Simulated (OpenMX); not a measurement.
**Ge: band structure with PBE**

**What was measured.**

“Electronic and optical properties of SixGe1-x-ySny alloys lattice-matched to Ge”, 2021, arxiv:2109.02782 reports, for a bulk crystal of Ge at 300 K: band gap 0.807 eV (direct).

Crystal: Ge.

```
Ge
1.0
     0.00000    2.82891    2.82891
     2.82891    0.00000    2.82891
     2.82891    2.82891    0.00000
Ge
2
Direct
  0.75000 0.75000 0.75000
  0.50000 0.50000 0.50000
```

| Quantity | Value |
| --- | --- |
| Program | OpenMX 3.8.5 |
| Task | band structure |
| Functional | PBE |
| Potentials or basis | OpenMX 2013 PBE set, Ge7.0-s3p2d2, grid cutoff 300 Ry |
| k mesh | 7 × 7 × 7 |
| Occupations | fermi-dirac, width 0.05 eV |
| Spin | non-collinear spin, zero start, spin-orbit coupling |
| Starting moments | [[0.0, 0.0, 0.0], [0.0, 0.0, 0.0]] μB |
| Mixing scheme | rmm-diisk |
| SCF threshold | 1e-07 Ha |
| Solver | band |
| Max SCF cycles | 100 |

| Quantity | Value |
| --- | --- |
| Band gap along the path | none (metal or under the smearing width) |
| Net moment | 0.00 μB per cell |

Levels at the corners of the path, in eV from the Fermi level:
| point | band 4 | band 5 | band 6 | band 7 | band 8 | band 9 | band 10 | band 11 | band 12 | band 13 |
| --- | --- | --- | --- | --- | --- | --- | --- | --- | --- | --- |
| Γ | -0.28 | -0.01 | -0.01 | 0.00 | 0.00 | 0.00 | 0.00 | 2.37 | 2.37 | 2.57 |
| X | -9.04 | -3.19 | -3.19 | -3.19 | -3.19 | 0.71 | 0.71 | 0.72 | 0.72 | 9.53 |
| W | -8.93 | -4.07 | -4.07 | -4.00 | -4.00 | 4.24 | 4.24 | 4.37 | 4.37 | 4.84 |
| K | -8.45 | -4.46 | -4.46 | -2.75 | -2.75 | 1.14 | 1.14 | 4.11 | 4.11 | 7.24 |
| Γ | -0.28 | -0.01 | -0.01 | 0.00 | 0.00 | 0.00 | 0.00 | 2.37 | 2.37 | 2.57 |
| L | -7.73 | -1.62 | -1.62 | -1.44 | -1.44 | 0.10 | 0.10 | 3.73 | 3.73 | 3.79 |
| U | -8.45 | -4.46 | -4.46 | -2.75 | -2.75 | 1.14 | 1.14 | 4.11 | 4.11 | 7.24 |
| W | -8.93 | -4.07 | -4.07 | -4.00 | -4.00 | 4.24 | 4.24 | 4.37 | 4.37 | 4.84 |
| L | -7.73 | -1.62 | -1.62 | -1.44 | -1.44 | 0.10 | 0.10 | 3.73 | 3.73 | 3.79 |
| K|U | -8.45 | -4.46 | -4.46 | -2.75 | -2.75 | 1.14 | 1.14 | 4.11 | 4.11 | 7.24 |
| X | -9.04 | -3.19 | -3.19 | -3.19 | -3.19 | 0.71 | 0.71 | 0.72 | 0.72 | 9.53 |

It took 110 s on 1 thread of Arm Neoverse V2, with other jobs on the host, peak memory 0.56 GiB.

Against the measured gap of Ge, 0.807 eV (direct; 300 K; “Electronic and optical properties of SixGe1-x-ySny alloys lattice-matched to Ge”, 2021, arxiv:2109.02782), the calculated 0.00 eV is off by -0.81 eV. 3 values of this kind are on record (0.666 to 0.807 eV); this one was drawn at random among those near their median. The value is that of PBE in an atomic basis (OpenMX 2013 PBE set, Ge7.0-s3p2d2, grid cutoff 300 Ry), whose error adds to the functional's,, without temperature or zero-point motion. Semilocal functionals fall short of measured gaps as a rule.

Caveat: total energies with and without spin-orbit coupling shouldn't be compared in this program; the basis of atomic orbitals isn't converged, which shifts pressures, moduli and gaps.
